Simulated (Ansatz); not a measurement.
# SiC: the cost of one run

Program: Ansatz 0.2.0. Level of theory: DFT PBE, scalar-relativistic, plane waves, PAW. These are calculated values, not measurements.

2 further runs of the same task are left out: 2 set aside as unsound or not needed.

### 1 Starting point

The structure is cubic, space group F-43m (No. 216). Conventional cell: a = 4.380 Å, b = 4.380 Å, c = 4.380 Å, α = 90.00°, β = 90.00°, γ = 90.00°. Si (site symmetry -43m) is surrounded by 4 C at 1.90 Å. Around C (site symmetry -43m) lie 4 Si at 1.90 Å.

As a file:

```cif
data_structure
_symmetry_space_group_name_H-M 'P 1'
_symmetry_Int_Tables_number 1
_cell_length_a 3.0969
_cell_length_b 3.0969
_cell_length_c 3.0969
_cell_angle_alpha 60.000
_cell_angle_beta 60.000
_cell_angle_gamma 60.000
_cell_volume 21.00
loop_
_atom_site_label
_atom_site_type_symbol
_atom_site_fract_x
_atom_site_fract_y
_atom_site_fract_z
_atom_site_occupancy
Si1 Si 0.00000 0.00000 0.00000 1
C1 C 0.25000 0.25000 0.25000 1
```

It is the result of an earlier relaxation at this level (volume 10.50 Å³/atom; gap on the mesh: 1.37 eV).

### 2 Static run: bands, density of states and charges

input.yaml

```yaml
crystal:
  lattice:
    - [0.0, 2.1898675892, 2.1898675892]
    - [2.1898675892, 0.0, 2.1898675892]
    - [2.1898675892, 2.1898675892, 0.0]
  atoms:
    - { symbol: Si, position: [0.0, 0.0, 0.0] }
    - { symbol: C, position: [0.25, 0.25, 0.25] }
basis:
  ecutwfc: 420
kpoints:
  mp_grid: { grid: [10, 10, 10] }
  band_path:
    path:
      - [[0.0, 0.0, 0.0], [-0.5, -0.5, 0.0], [-0.375, -0.375, 0.25]]
      - [[-0.375, 0.0, 0.375], [0.0, 0.0, 0.0], [0.0, 0.0, 0.5], [-0.5, -0.25, 0.25], [-0.5, -0.5, 0.0]]
    npoints: 14
hamiltonian:
  xc: pbe
scf:
  occupations: { method: gaussian, width: 0.02 }
  n_extra_bands: 6
output:
  forces: true
  stress: true
  eigenvalues: true
  populations: true
  dos: { projected: true, de: 0.02, nscf_kmesh: { grid: [15, 15, 15] } }
  bader: true
  write_density: true
  write_potential: true
  elf: true
  volumetric_format: npy
```

The run is started by

```sh
$ ansatz run input.yaml --threads 1 --pin off --max-ram 2560MiB --backend cpu --events-out ev --progress --plain --runs-dir out
```

What time and memory should one allow on 1 thread of Intel Xeon 6975P-C (Granite Rapids), shared host?

About 17 s, with a peak of 0.3 GiB.
